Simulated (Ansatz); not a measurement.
CoSn under strain

Level of theory: Ansatz, DFT PBE, scalar-relativistic, plane waves, PAW. Settings: 420 eV cutoff, 12×12×8 k-mesh, Gaussian smearing of 0.10 eV, no spin polarisation.

The relaxed crystal:

```yaml
crystal:
  lattice:
    - [5.29659, 0.00000, 0.00000]
    - [-2.64829, 4.58698, 0.00000]
    - [0.00000, 0.00000, 4.23029]
  atoms:
    - { symbol: Co, position: [0.00000, 0.50000, 0.00000] }
    - { symbol: Co, position: [0.50000, 0.50000, 0.00000] }
    - { symbol: Co, position: [0.50000, 0.00000, 0.00000] }
    - { symbol: Sn, position: [0.66667, 0.33333, 0.50000] }
    - { symbol: Sn, position: [0.33333, 0.66667, 0.50000] }
    - { symbol: Sn, position: [0.00000, 0.00000, 0.00000] }
```

Deformation: biaxial strain in the a-b plane, with the length and tilt of c and the atoms relaxed, all within the symmetry that the strain leaves. Energies are extrapolated to zero smearing. Stress is positive in compression, on the Cartesian axes of the cell above.

Strains computed: -6.0, -4.0, -2.0, +2.0, +4.0, +6.0 %.

**Question.** At which strain does the energy stand 136.8 meV/atom over the relaxed crystal with σxx = 23.96, σyy = 23.96, σzz = -0.01 GPa?

**Answer.** -6.0 %.